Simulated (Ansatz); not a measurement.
Crystal: Bi.

```
Bi
1.0
    -1.98143    1.98143    1.98143
     1.98143   -1.98143    1.98143
     1.98143    1.98143   -1.98143
Bi
1
Cartesian
  0.0000 0.0000 0.0000
```

This isn't the form of Bi at room conditions, which is rhombohedral.

| Quantity | Value |
| --- | --- |
| Program | Ansatz 0.2.0 |
| Task | relaxation of cell and atoms |
| Functional | PBEsol |
| Potentials or basis | Ansatz PAW |
| Cutoff | 420 eV (not typed: the program's choice for these potentials) |
| k mesh | 9 × 9 × 9 |
| Occupations | fermi-dirac, width 0.05 eV |
| Spin | no spin polarisation |

At the start: volume 31.12 Å³/atom.

Task: How do energy, volume and symmetry change on relaxing?

Result: It ends after 4 steps and the volume is 30.05 Å³/atom (-3.4 %); space group Im-3m (No. 229, to 0.05 Å).

Step by step:
| step | energy change (eV) | largest force (eV/Å) | volume (Å³) |
| --- | --- | --- | --- |
| 1 | 0.0000 | 0.0000 | 31.12 |
| 2 | -0.0066 | 0.0000 | 29.75 |
| 3 | -0.0070 | 0.0000 | 30.05 |
| 4 | -0.0068 | 0.0000 | 30.05 |

Final structure:
```yaml
crystal:
  lattice:
    - [-1.95859, 1.95859, 1.95859]
    - [1.95859, -1.95859, 1.95859]
    - [1.95859, 1.95859, -1.95859]
  atoms:
    - { symbol: Bi, position: [0.00000, 0.00000, 0.00000] }
```

Caveat: the plane-wave basis is chosen anew once the cell has moved, so the energies of steps on either side of that aren't comparable; the PAW data sets come from PBE, with cores solved anew for the run's functional, which leaves a small shift of forces and pressure.
